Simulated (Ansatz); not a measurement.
Crystal: CoO.

```
CELL_PARAMETERS angstrom
1.50547 0.86918 2.43993
-1.50547 0.86918 2.43993
0.00000 -1.73837 2.43993
ATOMIC_POSITIONS crystal
Co 0.00000 0.00000 0.00000
O 0.50000 0.50000 0.50000
```

The cell is a database's computed one.

Base run:

| Item | Value |
| --- | --- |
| Program | Ansatz 0.2.0 |
| Functional | LDA |
| Potentials or basis | all-electron LAPW, scalar-relativistic |
| Cutoff | 362 eV (chosen from the basis error) |
| Basis error allowed | 0.001 eV/atom |
| k mesh | 11 × 11 × 11 |
| Occupations | fermi-dirac, width 0.05 eV |
| Spin | collinear spin, ferromagnetic start |
| Starting moments | [2.0, 0.0] μB |

Its results: pressure -17.9 GPa; net moment 2.85 μB per cell; site moments Co +2.49; O +0.33 μB.

Q: The run is repeated on the same cell with these changes: functional from LDA to PBEsol. What comes out?

A: Pressure -9.2 GPa; net moment 2.94 μB per cell; site moments Co +2.58; O +0.33 μB.

PBEsol binds less tightly than LDA, so the same cell stands under more pressure.

Caveats: a cell with one magnetic atom can't hold antiferromagnetic order, which such compounds often take.
